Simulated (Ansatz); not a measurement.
# Sn: stress in a strained cell

Aim: deform Sn (equal xy, yz and zx engineering shear strains of -1 %) and compute stress, forces and field gradients with LAPW, PAW and all-electron datasets made for the crystal.

Method: DFT PBE, scalar-relativistic, in Ansatz 0.2.0.

### 1 Starting point

Symmetry: I4_1/amd, No. 141, tetragonal system. Conventional cell: a = 5.832 Å, b = 5.832 Å, c = 3.181 Å, α = 90.00°, β = 90.00°, γ = 90.00°. Around Sn (site symmetry -4m2) lie 6 Sn at 3.02 to 3.18 Å.

Structure file:

```cif
data_structure
_symmetry_space_group_name_H-M 'P 1'
_symmetry_Int_Tables_number 1
_cell_length_a 4.4198
_cell_length_b 4.4198
_cell_length_c 4.4198
_cell_angle_alpha 97.442
_cell_angle_beta 97.442
_cell_angle_gamma 137.813
_cell_volume 54.10
loop_
_atom_site_label
_atom_site_type_symbol
_atom_site_fract_x
_atom_site_fract_y
_atom_site_fract_z
_atom_site_occupancy
Sn1 Sn 0.00000 0.00000 0.00000 1
Sn2 Sn 0.75000 0.25000 0.50000 1
```

Atoms are numbered in the order of the input: Sn1, Sn2.

### 2 The deformed structure

Space group I4_1/amd before, C2/c after.

### 3 All-electron LAPW

Input file input.yaml:

```yaml
crystal:
  lattice:
    - [-2.9383825, 2.922476, 1.59065]
    - [2.922476, -2.9383825, 1.59065]
    - [2.909224, 2.909224, -1.6198085]
  atoms:
    - { symbol: Sn, position: [0.0, 0.0, 0.0] }
    - { symbol: Sn, position: [0.75, 0.25, 0.5] }
kpoints:
  mp_grid: { grid: [15, 15, 15] }
  band_path:
    path:
      - [0.0, 0.0, 0.0]
      - [0.5, -0.5, 0.0]
      - [0.5, -0.5, 0.5]
      - [0.0, 0.0, 0.5]
      - [0.0, 0.0, 0.0]
      - [0.5, 0.0, 0.0]
      - [0.0, 0.0, 0.0]
      - [0.5, 0.0, -0.5]
    npoints: 5
scf:
  occupations: { method: fermi_dirac, width: 0.05 }
hamiltonian:
  xc: pbe
  pseudopotentials: { kind: all_electron, lapw: { basis_error: 0.0005 } }
output:
  forces: true
  stress: true
  eigenvalues: true
```

Launch:

```console
$ ansatz run input.yaml --threads 1 --pin off --max-ram 3072MiB --backend cpu --events-out ev --progress --plain --runs-dir out
```

### 4 Frozen-core PAW

Input file input.yaml:

```yaml
crystal:
  lattice:
    - [-2.9383825, 2.922476, 1.59065]
    - [2.922476, -2.9383825, 1.59065]
    - [2.909224, 2.909224, -1.6198085]
  atoms:
    - { symbol: Sn, position: [0.0, 0.0, 0.0] }
    - { symbol: Sn, position: [0.75, 0.25, 0.5] }
kpoints:
  mp_grid: { grid: [15, 15, 15] }
scf:
  occupations: { method: fermi_dirac, width: 0.05 }
hamiltonian:
  xc: pbe
  pseudopotentials: { kind: paw }
output:
  forces: true
  stress: true
  eigenvalues: true
  efg: { contact_densities: true }
```

### 5 All-electron PAW on datasets made for the crystal

Edit input.yaml of step 4 so:

```diff
@@ -14,3 +14,3 @@
   xc: pbe
-  pseudopotentials: { kind: paw }
+  pseudopotentials: { kind: all_electron, datasets: crystal }
 output:
```

(Steps that only read results are left out.)

Before running it: what results should come out? Wanted: pressure; largest shear or deviatoric stress.

As calculated:

```
                                 quantity                                           value
                                 pressure  LAPW 2.66, PAW 2.66, crystal datasets 2.66 GPa
largest shear or deviatoric stress (LAPW)                                        0.68 GPa
```

**Reading.** The largest part of the stress beyond the pressure is 0.68 GPa in size, in the zz component; the atoms are carried along and not relaxed. No run of the undeformed cell stands beside it, so the pressure holds what the given cell had before the change. PAW: stress within 0.01 GPa of LAPW, forces within 1 meV/Å. Crystal datasets: stress within 0.01 GPa of LAPW, forces within 1 meV/Å.
